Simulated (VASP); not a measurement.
# BeSe (F-43m) in VASP: notebook

One crystal, BeSe, is run at these levels: PBE; tasks: relaxation of cell and atoms, relaxation of the atoms.

All numbers are computed with VASP 6.6.1; they aren't measurements. Logs are shortened: lines on timing, memory, paths and dates and some standing lists are left out, and cuts for length are marked.

### 1 Starting point

It takes space group F-43m (No. 216, cubic). Conventional cell: a = 5.184 Å, b = 5.184 Å, c = 5.184 Å, α = 90.00°, β = 90.00°, γ = 90.00°. Around Be (site symmetry -43m) lie 4 Se at 2.24 Å. Se (site symmetry -43m) has 4 Be at 2.24 Å as nearest neighbours.

### 2 Relaxation of cell and atoms, PBE

INCAR

```
SYSTEM = BeSe
  PREC = Accurate
  ENCUT = 300
  EDIFF = 1E-7
  ISMEAR = 0
  SIGMA = 0.03
  LREAL = .FALSE.
  LASPH = .TRUE.
  NELM = 80
  ALGO = Normal
  ISIF = 3
  LWAVE = .FALSE.
  LCHARG = .FALSE.
  GGA = PE
  IBRION = 2
  NSW = 90
  EDIFFG = -0.005
```

KPOINTS

```
regular mesh
0
G
  5 5 5
  0 0 0
```

POSCAR

```
BeSe                                    
1.0
   -0.0000000000      2.5922075868      2.5922075868
    2.5922075868      0.0000000000      2.5922075868
    2.5922075868      2.5922075868      0.0000000000
  Be              Se            
     1     1
Direct
     0.0000000000000000    0.0000000000000000    0.0000000000000000
     0.2500000000000000    0.2500000000000000    0.2500000000000000
```

Potentials or basis: VASP PAW PBE potentials, release 64 (Be, Se).

Launch:

```console
$ cat potpaw_PBE.64/Be/POTCAR potpaw_PBE.64/Se/POTCAR > POTCAR
$ mpirun -np 1 vasp_std > vasp.out
```

OUTCAR:

```text
SYSTEM = BeSe
   PREC = Accurate
   ENCUT = 300
   EDIFF = 1E-7
   ISMEAR = 0
   LREAL = .FALSE.
   LASPH = .TRUE.
   NELM = 80
   ISIF = 3
   GGA = PE
   IBRION = 2
   NSW = 90
   EDIFFG = -0.005

 ion  position               nearest neighbor table
   1  0.000  0.000  0.000-   2 2.24   2 2.24   2 2.24   2 2.24
   2  0.250  0.250  0.250-   1 2.24   1 2.24   1 2.24   1 2.24

  LATTYP: Found a face centered cubic cell.
 ALAT       =     5.1844151736

  Lattice vectors:

 A1 = (   0.0000000000,   2.5922075868,   2.5922075868)
 A2 = (   2.5922075868,   0.0000000000,   2.5922075868)
 A3 = (   2.5922075868,   2.5922075868,   0.0000000000)

Analysis of symmetry for initial positions (statically):
=====================================================================
 Subroutine PRICEL returns:
 Original cell was already a primitive cell.

 Routine SETGRP: Setting up the symmetry group for a
 face centered cubic supercell.

 Subroutine GETGRP returns: Found 24 space group operations
 (whereof 24 operations were pure point group operations)
 out of a pool of 48 trial point group operations.

The static configuration has the point symmetry T_d .

Analysis of symmetry for dynamics (positions and initial velocities):
=====================================================================
 Subroutine PRICEL returns:
 Original cell was already a primitive cell.

 Routine SETGRP: Setting up the symmetry group for a
 face centered cubic supercell.

 Subroutine GETGRP returns: Found 24 space group operations
 (whereof 24 operations were pure point group operations)
 out of a pool of 48 trial point group operations.

The dynamic configuration has the point symmetry T_d .

 Subroutine INISYM returns: Found 24 space group operations
 (whereof 24 operations are pure point group operations),
 and found     1 'primitive' translations

----------------------------------------------------------------------------------------

                                     Primitive cell

  volume of cell :      34.8369

  direct lattice vectors                    reciprocal lattice vectors
     0.000000000  2.592207587  2.592207587    -0.192885787  0.192885787  0.192885787
     2.592207587  0.000000000  2.592207587     0.192885787 -0.192885787  0.192885787
     2.592207587  2.592207587  0.000000000     0.192885787  0.192885787 -0.192885787

  length of vectors
     3.665935126  3.665935126  3.665935126     0.334087983  0.334087983  0.334087983

  position of ions in fractional coordinates (direct lattice)
     0.000000000  0.000000000  0.000000000
     0.250000000  0.250000000  0.250000000

  ion indices of the primitive-cell ions
   primitive index   ion index
                 1           1
                 2           2

----------------------------------------------------------------------------------------

 KPOINTS: regular mesh

Automatic generation of k-mesh.
 Grid dimensions read from file:
 generate k-points for:    5    5    5

 Generating k-lattice:

  Cartesian coordinates                     Fractional coordinates (reciprocal lattice)
    -0.038577157  0.038577157  0.038577157     0.200000000  0.000000000  0.000000000
     0.038577157 -0.038577157  0.038577157     0.000000000  0.200000000  0.000000000
     0.038577157  0.038577157 -0.038577157     0.000000000  0.000000000  0.200000000

  Length of vectors
     0.066817597  0.066817597  0.066817597

  Shift w.r.t. Gamma in fractional coordinates (k-lattice)
     0.000000000  0.000000000  0.000000000

 Subroutine IBZKPT returns following result:
 ===========================================

 Found     10 irreducible k-points:

 Following reciprocal coordinates:
            Coordinates               Weight
  0.000000  0.000000  0.000000      1.000000
  0.200000  0.000000  0.000000      8.000000
  0.400000  0.000000  0.000000      8.000000
  0.200000  0.200000  0.000000      6.000000
  0.400000  0.200000  0.000000     24.000000
 -0.400000  0.200000  0.000000     24.000000
 -0.200000  0.200000  0.000000     12.000000
  0.400000  0.400000  0.000000      6.000000
 -0.400000  0.400000  0.000000     12.000000
 -0.400000  0.400000  0.200000     24.000000
   k-points           NKPTS =     10   k-points in BZ     NKDIM =     10   number of bands    NBANDS=      8
   number of dos      NEDOS =    301   number of ions     NIONS =      2
   total plane-waves  NPLWV =  13824
   dimension x,y,z NGX =    24 NGY =   24 NGZ =   24
   dimension x,y,z NGXF=    48 NGYF=   48 NGZF=   48
   ions per type =               1   1
   NGX,Y,Z   is equivalent  to a cutoff of  10.88, 10.88, 10.88 a.u.
   NGXF,Y,Z  is equivalent  to a cutoff of  21.77, 21.77, 21.77 a.u.
 SYSTEM =  BeSe
   PREC   = accura    normal or accurate (medium, high low for compatibility)
   ISTART =      0    job   : 0-new  1-cont  2-samecut
   ICHARG =      2    charge: 1-file 2-atom 10-const
   ISPIN  =      1    spin polarized calculation?
   LNONCOLLINEAR =      F non collinear calculations
   LSORBIT =      F    spin-orbit coupling
   LASPH  =      T    aspherical Exc in radial PAW
   ENCUT  =  300.0 eV  22.05 Ry    4.70 a.u.   5.18  5.18  5.18*2*pi/ulx,y,z
   NELM   =     80;   NELMIN=  2; NELMDL= -5     # of ELM steps
   EDIFF  = 0.1E-06   stopping-criterion for ELM
   LREAL  =      F    real-space projection
   EDIFFG = -.5E-02   stopping-criterion for IOM
   NSW    =     90    number of steps for IOM
   IBRION =      2    ionic relax: 0-MD 1-quasi-New 2-CG
   NFREE  =      1    steps in history (QN), initial steepest desc. (CG)
   ISIF   =      3    stress and relaxation
   ISYM   =      2    0-nonsym 1-usesym 2-fastsym
   POTIM  = 0.5000    time-step for ionic-motion
   TEBEG  =    0.0;   TEEND  =   0.0 temperature during run
   PSTRESS=    0.0 pullay stress
   NELECT =       8.0000    total number of electrons
   NUPDOWN=      -1.0000    fix difference up-down
   EMIN   =  10.00;   EMAX   =-10.00  energy-range for DOS
   EFERMI =   0.00;   METHOD = LEGACY
   ISMEAR =     0;   SIGMA  =   0.03  broadening in eV -4-tet -1-fermi 0-gaus
   EFERMI_NEDOS =   21; number of points for ismear=-14 and -15
   IALGO  =     38    algorithm
   IMIX   =      4    mixing-type and parameters
     AMIX     =   0.40;   BMIX     =  1.00
     AMIX_MAG =   1.60;   BMIX_MAG =  1.00
  volume/ion in A,a.u.               =      17.42       117.55
  Fermi-wavevector in a.u.,A,eV,Ry     =   1.002517  1.894482 13.674402  1.005040
  Thomas-Fermi vector in A             =   2.135009
   LORBIT       =      0    0 simple, 1 ext, 2 COOP (PROOUT), +10 PAW based schemes
   GGA     = PE    functional components
   LHFCALC =     F    Hartree Fock is set to
   AEXX    =    0.0000 exact exchange contribution
   IVDW    =     0    specifies the selected vdW correction
   LEPSILON=     F    determine dielectric tensor
   LRPA    =     F    only Hartree local field effects (RPA)
 conjugate gradient relaxation of ions
 non-spin polarized calculation
 Gauss-broadening in eV      SIGMA  =   0.03
  energy-cutoff  :      300.00
  volume of cell :       34.84
 maximum number of plane-waves:       424
 NGX is ok and might be reduce to    24
   NGX = 11   NGY = 11   NGZ = 11

 number of electron       7.9999998 magnetization

 Free energy of the ion-electron system (eV)
  ---------------------------------------------------
  ext. energy  EPLUGINS =         0.00000000
  ---------------------------------------------------
  free energy    TOTEN  =        -8.84237216 eV

  energy without entropy =       -8.84237216  energy(sigma->0) =       -8.84237216

 E-fermi :   3.2978     XC(G=0):  -9.3320

 val. band max:        3.1470155629   @ k =   0.0000   0.0000   0.0000
 cond. band min:       6.0501380051   @ k =   0.4000   0.4000   0.0000
 fundamental gap:      2.9031224422
 Fermi energy:         3.2977556056

 k-point     1 :       0.0000    0.0000    0.0000
  band No.  band energies     occupation
      1     -10.5024      2.00000
      2       3.1470      2.00000
      3       3.1470      2.00000
      4       3.1470      2.00000
      5       7.3396      0.00000
      6       8.1546      0.00000
      7       8.1546      0.00000
      8       8.1546      0.00000

 k-point     2 :       0.2000    0.0000    0.0000
  band No.  band energies     occupation
      1     -10.1368      2.00000
      2       0.6216      2.00000
      3       2.7057      2.00000
      4       2.7057      2.00000
      5       7.5963      0.00000
      6       8.8469      0.00000
      7       8.8469      0.00000
      8      10.4727      0.00000

 k-point     3 :       0.4000    0.0000    0.0000
  band No.  band energies     occupation
      1      -9.3785      2.00000
      2      -2.0039      2.00000
      3       2.1796      2.00000
      4       2.1796      2.00000
      5       7.4228      0.00000
      6       9.1395      0.00000
      7       9.1395      0.00000
      8      12.9364      0.00000

 k-point     4 :       0.2000    0.2000    0.0000
  band No.  band energies     occupation
      1     -10.0147      2.00000
      2       0.9618      2.00000
      3       1.9489      2.00000
      4       1.9489      2.00000
      5       7.2335      0.00000
      6       9.1952      0.00000
      7      10.2117      0.00000
      8      10.2117      0.00000

 k-point     5 :       0.4000    0.2000    0.0000
  band No.  band energies     occupation
      1      -9.3646      2.00000
      2      -1.1591      2.00000
      3       1.1193      2.00000
      4       1.4312      2.00000
      5       7.4270      0.00000
      6       9.7838      0.00000
      7      10.4155      0.00000
      8      11.0146      0.00000

 k-point     6 :      -0.4000    0.2000    0.0000
  band No.  band energies     occupation
      1      -9.0418      2.00000
      2      -1.9554      2.00000
      3       0.3818      2.00000
      4       1.6730      2.00000
      5       7.8230      0.00000
      6      10.0595      0.00000
      7      10.4501      0.00000
      8      12.9209      0.00000

 k-point     7 :      -0.2000    0.2000    0.0000
  band No.  band energies     occupation
      1      -9.6204      2.00000
      2      -0.6144      2.00000
      3       0.8300      2.00000
      4       2.4513      2.00000
      5       8.4334      0.00000
      6       9.4355      0.00000
      7       9.8125      0.00000
      8      10.8654      0.00000

 k-point     8 :       0.4000    0.4000    0.0000
  band No.  band energies     occupation
      1      -8.9974      2.00000
      2      -1.4177      2.00000
      3       0.7377      2.00000
      4       0.7377      2.00000
      5       6.0501      0.00000
      6       7.5997      0.00000
      7      13.7031      0.00000
      8      13.7031      0.00000

 k-point     9 :      -0.4000    0.4000    0.0000
  band No.  band energies     occupation
      1      -8.7743      2.00000
      2      -1.5342      2.00000
      3      -0.4622      2.00000
      4       0.8490      2.00000
      5       6.6720      0.00000
      6       9.0201      0.00000
      7      13.2786      0.00000
      8      13.4856      0.00000

 k-point    10 :      -0.4000    0.4000    0.2000
  band No.  band energies     occupation
      1      -8.8863      2.00000
      2      -1.3676      2.00000
      3      -0.2920      2.00000
      4       0.6279      2.00000
      5       8.6224      0.00000
      6       9.6550      0.00000
      7      10.1340      0.00000
      8      13.1083      0.00000

------------------------ aborting loop because EDIFF is reached ----------------------------------------

  FORCE on cell =-STRESS in cart. coord.  units (eV):
  Direction    XX          YY          ZZ          XY          YZ          ZX
  --------------------------------------------------------------------------------------
  -------------------------------------------------------------------------------------
  Total        0.0064226      0.0064226      0.0064226      0.0000000      0.0000000      0.0000000
  in kB        0.2953790      0.2953790      0.2953790      0.0000000      0.0000000      0.0000000
  external PRESSURE =       0.2953790 kB  Pullay stress =       0.0000000 kB

 VOLUME and BASIS-vectors are now :
 -----------------------------------------------------------------------------
  energy-cutoff  :      300.00
  volume of cell :       34.84
      direct lattice vectors                 reciprocal lattice vectors
     0.000000000  2.592207587  2.592207587    -0.192885787  0.192885787  0.192885787
     2.592207587  0.000000000  2.592207587     0.192885787 -0.192885787  0.192885787
     2.592207587  2.592207587  0.000000000     0.192885787  0.192885787 -0.192885787

 POSITION                                       TOTAL-FORCE (eV/Angst)
 -----------------------------------------------------------------------------------
      0.00000      0.00000      0.00000        -0.000000      0.000000     -0.000000
      1.29610      1.29610      1.29610         0.000000     -0.000000      0.000000
 -----------------------------------------------------------------------------------
    total drift:                                0.000000      0.000000      0.000000

  FREE ENERGIE OF THE ION-ELECTRON SYSTEM (eV)
  ---------------------------------------------------
  free  energy   TOTEN  =        -8.8423721598 eV

  energy  without entropy=       -8.8423721598  energy(sigma->0) =       -8.84237216

 reached required accuracy - stopping structural energy minimisation
```

Run time: 2.9 s. Hardware: 1 thread of Intel Xeon Platinum 8559C (Emerald Rapids), shared host; peak memory 0.13 GiB.

Results:

* Free energy: -8.8424 eV
* Pressure after relaxing: 0.0 GPa
* Band gap on the k mesh: 2.90 eV, indirect (least direct gap 4.19 eV)

Final structure:
```cif
data_structure
_symmetry_space_group_name_H-M 'P 1'
_symmetry_Int_Tables_number 1
_cell_length_a 3.6659
_cell_length_b 3.6659
_cell_length_c 3.6659
_cell_angle_alpha 60.000
_cell_angle_beta 60.000
_cell_angle_gamma 60.000
_cell_volume 34.84
loop_
_atom_site_label
_atom_site_type_symbol
_atom_site_fract_x
_atom_site_fract_y
_atom_site_fract_z
_atom_site_occupancy
Be1 Be 0.00000 0.00000 0.00000 1
Se1 Se 0.25000 0.25000 0.25000 1
```

Caveat: the cutoff is under 1.25 times the usual one of these potentials, so pressure, stress and relaxed cells hold a basis-set (Pulay) error; the relaxation stopped at its first step, so nothing moved; an odd mesh through Γ misses points on the zone boundary, where band edges often lie.

### 3 Relaxation of the atoms, PBE (a relaxed cell with its volume scaled by 0.94)

Edit INCAR of step 2 so:

```diff
@@ -10,3 +10,3 @@
   ALGO = Normal
-  ISIF = 3
+  ISIF = 2
   LWAVE = .FALSE.
@@ -15,3 +15,3 @@
   IBRION = 2
-  NSW = 90
-  EDIFFG = -0.005
+  NSW = 40
+  EDIFFG = -0.01
```

KPOINTS is that of step 2.

POSCAR

```
BeSe                                    
1.0
    0.0000000000      2.5392905429      2.5392905429
    2.5392905429      0.0000000000      2.5392905429
    2.5392905429      2.5392905429      0.0000000000
  Be              Se            
     1     1
Direct
     0.0000000000000000    0.0000000000000000    0.0000000000000000
     0.2500000000000000    0.2500000000000000    0.2500000000000000
```

Potentials or basis: VASP PAW PBE potentials, release 64 (Be, Se).

Launch:

```console
$ cat potpaw_PBE.64/Be/POTCAR potpaw_PBE.64/Se/POTCAR > POTCAR
$ mpirun -np 1 vasp_std > vasp.out
```

OUTCAR:

```text
SYSTEM = BeSe
   PREC = Accurate
   ENCUT = 300
   EDIFF = 1E-7
   ISMEAR = 0
   LREAL = .FALSE.
   LASPH = .TRUE.
   NELM = 80
   ISIF = 2
   GGA = PE
   IBRION = 2
   NSW = 40
   EDIFFG = -0.01

 ion  position               nearest neighbor table
   1  0.000  0.000  0.000-   2 2.20   2 2.20   2 2.20   2 2.20
   2  0.250  0.250  0.250-   1 2.20   1 2.20   1 2.20   1 2.20
[... 286 lines left out ...]
      8      14.0857      0.00000

------------------------ aborting loop because EDIFF is reached ----------------------------------------

  FORCE on cell =-STRESS in cart. coord.  units (eV):
  Direction    XX          YY          ZZ          XY          YZ          ZX
  --------------------------------------------------------------------------------------
  -------------------------------------------------------------------------------------
  Total        1.0774327      1.0774327      1.0774327     -0.0000000     -0.0000000      0.0000000
  in kB       52.7149191     52.7149191     52.7149191     -0.0000000     -0.0000000      0.0000000
  external PRESSURE =      52.7149191 kB  Pullay stress =       0.0000000 kB

 VOLUME and BASIS-vectors are now :
 -----------------------------------------------------------------------------
  energy-cutoff  :      300.00
  volume of cell :       32.75
      direct lattice vectors                 reciprocal lattice vectors
     0.000000000  2.539290543  2.539290543    -0.196905392  0.196905392  0.196905392
     2.539290543  0.000000000  2.539290543     0.196905392 -0.196905392  0.196905392
     2.539290543  2.539290543  0.000000000     0.196905392  0.196905392 -0.196905392

 POSITION                                       TOTAL-FORCE (eV/Angst)
 -----------------------------------------------------------------------------------
      0.00000      0.00000      0.00000        -0.000000      0.000000      0.000000
      1.26965      1.26965      1.26965         0.000000     -0.000000     -0.000000
 -----------------------------------------------------------------------------------
    total drift:                                0.000000      0.000000      0.000000

  FREE ENERGIE OF THE ION-ELECTRON SYSTEM (eV)
  ---------------------------------------------------
  free  energy   TOTEN  =        -8.8093300330 eV

  energy  without entropy=       -8.8093300330  energy(sigma->0) =       -8.80933003

 reached required accuracy - stopping structural energy minimisation
```

OSZICAR:

```text
N       E                     dE             d eps       ncg     rms          rms(c)
DAV:   1     0.124781662987E+02    0.12478E+02   -0.29294E+03   168   0.548E+02
DAV:   2    -0.855899244923E+01   -0.21037E+02   -0.21037E+02   232   0.932E+01
DAV:   3    -0.895231754955E+01   -0.39333E+00   -0.39333E+00   176   0.166E+01
DAV:   4    -0.895337243347E+01   -0.10549E-02   -0.10549E-02   264   0.989E-01
DAV:   5    -0.895337263304E+01   -0.19957E-06   -0.19957E-06   184   0.893E-03    0.359E+00
DAV:   6    -0.884803540173E+01    0.10534E+00   -0.69896E-02   176   0.169E+00    0.224E+00
DAV:   7    -0.880812876168E+01    0.39907E-01   -0.12277E-01   232   0.224E+00    0.272E-01
DAV:   8    -0.880922880946E+01   -0.11000E-02   -0.22055E-03   160   0.380E-01    0.294E-02
DAV:   9    -0.880931100497E+01   -0.82196E-04   -0.60257E-05   240   0.648E-02    0.267E-02
DAV:  10    -0.880932973244E+01   -0.18727E-04   -0.26313E-05   168   0.421E-02    0.609E-03
DAV:  11    -0.880932987330E+01   -0.14086E-06   -0.33612E-07   224   0.453E-03    0.942E-04
DAV:  12    -0.880933002868E+01   -0.15539E-06   -0.13501E-07   176   0.296E-03    0.148E-04
DAV:  13    -0.880933003305E+01   -0.43652E-08   -0.10749E-09    96   0.287E-04
   1 F= -.88093300E+01 E0= -.88093300E+01  d E =-.880933E+01
```

CONTCAR:

```text
BeSe
   1.00000000000000
     0.0000000000000000    2.5392905428999999    2.5392905428999999
     2.5392905428999999    0.0000000000000000    2.5392905428999999
     2.5392905428999999    2.5392905428999999    0.0000000000000000
  Be              Se
     1     1
Direct
     0.0000000000000000    0.0000000000000000    0.0000000000000000
     0.2500000000000000    0.2500000000000000    0.2500000000000000

  0.00000000E+00  0.00000000E+00  0.00000000E+00
  0.00000000E+00  0.00000000E+00  0.00000000E+00
```

Wall time 2.7 s (1 thread of Intel Xeon Platinum 8559C (Emerald Rapids), shared host); peak memory 0.11 GiB.

Results:

```
Free energy             : -8.8093 eV
Pressure after relaxing : 5.3 GPa
Band gap on the k mesh  : 2.79 eV, indirect (least direct gap 4.65 eV)
```

Final structure:
```
CELL_PARAMETERS angstrom
0.00000 2.53929 2.53929
2.53929 0.00000 2.53929
2.53929 2.53929 0.00000
ATOMIC_POSITIONS crystal
Be 0.00000 0.00000 0.00000
Se 0.25000 0.25000 0.25000
```

Caveat: the k mesh is coarse (spacing up to 0.43 Å⁻¹), so the values aren't converged; the cutoff is under 1.25 times the usual one of these potentials, so pressure, stress and relaxed cells hold a basis-set (Pulay) error; the relaxation stopped at its first step, so nothing moved; an odd mesh through Γ misses points on the zone boundary, where band edges often lie.

(Part 1 of 2 ends here.)
